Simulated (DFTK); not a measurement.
W:

```
W
1.0
    -1.58234    1.58234    1.58234
     1.58234   -1.58234    1.58234
     1.58234    1.58234   -1.58234
W
1
Direct
  0.00000 0.00000 0.00000
```

Program: DFTK 0.8.2. Alike in all runs: task band structure; no spin polarisation; cell as given; k mesh 12 × 12 × 12; smearing fermi-dirac 0.05 eV.

Q: Order these runs on this cell by their pressure, lowest first.
A. level LDA; potentials or basis cp2k.nc.sr.lda.v0_1.largecore.gth (LDA, GTH, large core); cutoff (eV) 789
B. level PBEsol; potentials or basis cp2k.nc.sr.pbe.v0_1.largecore.gth (PBE, GTH, large core); cutoff (eV) 925
C. level r2SCAN; potentials or basis cp2k.nc.sr.pbe.v0_1.largecore.gth (PBE, GTH, large core); cutoff (eV) 1197

A: A (-7.9 GPa), B (19.8 GPa), C (24.3 GPa).

Caveats: GTH potentials come without recommended cutoffs, and this one wasn't checked for convergence; this set keeps more shells in the core, which shifts pressures and gaps; so large a pressure means that the cell lies far from this level's equilibrium, or that cutoff or potentials fall short (some runs); the potentials were made for another functional, which shifts forces and pressure (some runs); the program warned that the kinetic-energy density falls under its von Weizsäcker bound, which can give unphysical results (some runs).
